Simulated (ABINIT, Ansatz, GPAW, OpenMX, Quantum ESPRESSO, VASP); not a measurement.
## One calculation of CuAu, 7 ways

```xyz
2
Lattice="2.8107 0.0000 0.0000 0.0000 2.8107 0.0000 0.0000 0.0000 3.6850" Properties=species:S:1:pos:R:3 pbc="T T T"
Au    0.0000    0.0000    0.0000
Cu    1.4054    1.4054    1.8425
```

Alike in all runs: task single point; functional PBE; k mesh 9 × 9 × 7; occupations fermi-dirac, width 0.05 eV; no spin polarisation; no spin-orbit coupling. Pressure is positive in compression and, in plane waves, holds the error of the finite cutoff, which Ansatz's Pulay term estimates and takes out.

```tsv
program and potentials	plane-wave cutoff (eV)	notes	pressure (GPa)
OpenMX, OpenMX 2013 PBE set, Au7.0-s3p2d2f1, Cu6.0H-s3p2d2, grid cutoff 500 Ry	-	atomic basis; 18 valence electrons an atom on average	6.54
Ansatz, all-electron LAPW, scalar-relativistic	-	-	4.51
Quantum ESPRESSO, SSSP 1.3 efficiency PBE	816	15 valence electrons an atom on average	3.98
VASP, PBE PAW files Au, Cu, 520 eV	520	11 valence electrons an atom on average	4.50
ABINIT, JTH PAW PBE v2.0	707	15 valence electrons an atom on average	4.65
GPAW, GPAW PAW data sets (gpaw-data 1.2.1)	600	11 valence electrons an atom on average; this data set often lies off other programs	6.53
Ansatz, Ansatz PAW (earlier soft set)	420	19 valence electrons an atom on average; Pulay term of +0.11 GPa included	4.48
```

The pressure spans 3.98 (Quantum ESPRESSO, SSSP 1.3 efficiency PBE) to 6.54 GPa (OpenMX, OpenMX 2013 PBE set, Au7.0-s3p2d2f1, Cu6.0H-s3p2d2, grid cutoff 500 Ry), with all-electron results at 4.51. The pressure on the cell as given of OpenMX, OpenMX 2013 PBE set, Au7.0-s3p2d2f1, Cu6.0H-s3p2d2, grid cutoff 500 Ry; GPAW, GPAW PAW data sets (gpaw-data 1.2.1) lies far from the others; the cause wasn't traced. Rows in atomic bases carry the error of their basis and grid, which can be large.

The functional is the same throughout but for its coding, so the spread measures potentials, basis and numerics; runs on potential files found faulty are left out.
